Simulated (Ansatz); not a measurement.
Density of states of a Mo7S10 cell (a crystal with S atoms taken out, relaxed), per eV and atom, broadened by Gaussian smearing of width 0.1 eV and averaged over bins of 0.2 eV, from 8 eV under the Fermi level at most up to where the solved bands end.

Level of theory: DFT PBE+D3(BJ), scalar-relativistic, plane waves, PAW in Ansatz 0.2.0.

Plane waves to 420 eV, a k mesh through Γ of 5×5×5 on the computed 17-atom cell and Gaussian smearing (0.10 eV); no spin polarisation.

```
Mo S
1.0
     1.26178    4.57090   -6.22088
     2.45595   -3.37464   -6.02455
    -4.61793   -0.93840   -6.45817
Mo S
7 10
Direct
  0.37007 0.89159 0.71160
  0.64441 0.44470 0.88787
  0.13711 0.31006 0.56060
  0.83986 0.69333 0.47865
  0.25396 0.59844 0.14336
  0.59513 0.11753 0.31278
  0.97541 0.07803 0.96713
  0.65123 0.07882 0.00531
  0.32424 0.51341 0.87267
  0.05708 0.97367 0.69284
  0.53610 0.76640 0.43794
  0.97061 0.45191 0.31494
  0.44882 0.23264 0.59220
  0.90666 0.04589 0.32326
  0.57506 0.51705 0.16244
  0.29324 0.94743 0.01883
  0.97297 0.49836 0.78176
```

```
E − E_F (eV) total S 3p Mo 4d S 3s Mo 5s
       -6.65  0.029  0.018  0.009  0.000  0.002
       -6.45  0.379  0.230  0.116  0.005  0.022
       -6.25  0.308  0.185  0.093  0.006  0.018
       -6.05  0.495  0.300  0.146  0.009  0.029
       -5.85  0.649  0.385  0.206  0.012  0.033
       -5.65  0.838  0.500  0.269  0.016  0.037
       -5.45  0.802  0.489  0.251  0.017  0.029
       -5.25  0.846  0.516  0.263  0.022  0.028
       -5.05  1.032  0.623  0.324  0.032  0.031
       -4.85  0.981  0.600  0.302  0.031  0.027
       -4.65  0.988  0.595  0.310  0.034  0.028
       -4.45  0.916  0.546  0.296  0.031  0.023
       -4.25  0.854  0.504  0.280  0.032  0.019
       -4.05  0.883  0.526  0.285  0.036  0.017
       -3.85  0.994  0.592  0.322  0.041  0.017
       -3.65  0.998  0.596  0.327  0.037  0.015
       -3.45  0.970  0.588  0.313  0.034  0.013
       -3.25  0.917  0.565  0.287  0.030  0.012
       -3.05  0.688  0.405  0.240  0.021  0.007
       -2.85  0.871  0.489  0.336  0.019  0.008
       -2.65  0.771  0.435  0.298  0.015  0.006
       -2.45  0.581  0.311  0.244  0.010  0.004
       -2.25  0.637  0.323  0.284  0.011  0.005
       -2.05  0.630  0.269  0.333  0.008  0.006
       -1.85  0.631  0.213  0.392  0.008  0.007
       -1.65  0.703  0.202  0.466  0.011  0.010
       -1.45  0.836  0.235  0.557  0.015  0.012
       -1.25  0.632  0.165  0.431  0.011  0.011
       -1.05  0.686  0.168  0.474  0.012  0.012
       -0.85  0.728  0.182  0.498  0.012  0.014
       -0.65  0.685  0.171  0.465  0.010  0.019
       -0.45  0.553  0.142  0.367  0.007  0.018
       -0.25  0.468  0.119  0.310  0.005  0.014
       -0.05  0.172  0.050  0.109  0.002  0.005
        0.15  0.406  0.092  0.287  0.003  0.010
        0.35  0.353  0.078  0.253  0.002  0.009
        0.55  0.411  0.099  0.290  0.003  0.007
        0.75  0.478  0.132  0.317  0.004  0.010
        0.95  0.508  0.133  0.343  0.004  0.010
        1.15  0.604  0.155  0.412  0.005  0.010
```

The columns after the total are the largest Löwdin projections on the valence shells of the potentials, so they needn't add up, and the weight of a shell that a potential lacks goes to other orbitals. The cell has no gap on the mesh.

Cost: 2 runs of about 6.8 core-minutes in all (earlier runs that led there not counted), on Intel Xeon 6975P-C (Granite Rapids) (shared hosts).